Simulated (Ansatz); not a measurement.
A run of Ansatz 0.2.0 is set up as follows.

The input input.yaml:

```yaml
crystal:
  lattice:
    - [-1.657269, 1.657269, 1.657269]
    - [1.657269, -1.657269, 1.657269]
    - [1.657269, 1.657269, -1.657269]
  atoms:
    - { symbol: Au, position: [0.0, 0.0, 0.0] }
hamiltonian:
  xc: r2scan
  pseudopotentials: { kind: paw }
kpoints:
  mp_grid: { grid: [11, 11, 11] }
  band_path:
    path:
      - [[0.0, 0.0, 0.0], [0.5, -0.5, 0.5], [0.0, 0.0, 0.5], [0.0, 0.0, 0.0], [0.25, 0.25, 0.25], [0.5, -0.5, 0.5]]
      - [[0.25, 0.25, 0.25], [0.0, 0.0, 0.5]]
    npoints: 14
scf:
  occupations: { method: fermi_dirac, width: 0.05 }
  n_extra_bands: 6
output:
  forces: true
  stress: true
  eigenvalues: true
  fatbands: true
```

Potentials or basis: Ansatz PAW.

Run with:

```console
$ ansatz run input.yaml --threads 2 --pin off --max-ram 5632MiB --backend cpu --events-out ev --progress --plain --runs-dir out
```

Q: What does it give for the band gap on the k mesh?

A: None (metal or under the smearing width).

Q: Estimate the pressure.

A: -4.1 GPa.

Levels at the corners of the path, in eV from the Fermi level:
| point | band 6 | band 7 | band 8 | band 9 | band 10 | band 11 | band 12 | band 13 |
| --- | --- | --- | --- | --- | --- | --- | --- | --- |
| Γ | -4.69 | -4.69 | -4.69 | -2.91 | -2.91 | 17.30 | 17.30 | 17.30 |
| H | -6.44 | -1.82 | -1.82 | -1.82 | 6.68 | 6.68 | 6.68 | 9.47 |
| N | -5.68 | -3.05 | -2.75 | -1.47 | -0.07 | 3.43 | 13.05 | 14.12 |
| Γ | -4.69 | -4.69 | -4.69 | -2.91 | -2.91 | 17.30 | 17.30 | 17.30 |
| P | -5.08 | -5.08 | -2.71 | -2.71 | 2.93 | 7.42 | 7.42 | 7.42 |
| H | -6.44 | -1.82 | -1.82 | -1.82 | 6.68 | 6.68 | 6.68 | 9.47 |
| P | -5.08 | -5.08 | -2.71 | -2.71 | 2.93 | 7.42 | 7.42 | 7.42 |
| N | -5.68 | -3.05 | -2.75 | -1.47 | -0.07 | 3.43 | 13.05 | 14.12 |

Caveat: spin-orbit coupling is left out, which moves the levels of the heavy elements; the PAW data sets come from PBE, with cores solved anew for the run's functional, which leaves a small shift of forces and pressure.
